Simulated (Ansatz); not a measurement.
The system is NaH.

```
Na H
1.0
     2.95512    0.00000    0.00000
     0.00000    2.95512    0.00000
     0.00000    0.00000    2.95512
Na H
1 1
Direct
  0.00000 0.00000 0.00000
  0.50000 0.50000 0.50000
```

The cell comes from a database or a generator and needn't be the stable form of this composition.

Base run:

| Item | Value |
| --- | --- |
| Program | Ansatz 0.2.0 |
| Functional | RPBE |
| Potentials or basis | all-electron LAPW, scalar-relativistic |
| Cutoff | 144 eV (chosen from the basis error) |
| Basis error allowed | 0.001 eV/atom |
| k mesh | 9 × 9 × 9 |
| Occupations | gaussian, width 0.05 eV |
| Spin | no spin polarisation |

Its results: band gap on the k mesh 1.74 eV, indirect (least direct gap 4.98 eV); pressure 1.7 GPa.

Task: The run is repeated on the same cell with these changes: functional from RPBE to PBE; occupations from gaussian, width 0.05 eV to gaussian, width 0.02 eV. What comes out?

Result: Band gap on the k mesh 1.50 eV, indirect (least direct gap 4.81 eV); pressure 0.2 GPa.

Caveats: an odd mesh through Γ misses points on the zone boundary, where band edges often lie.
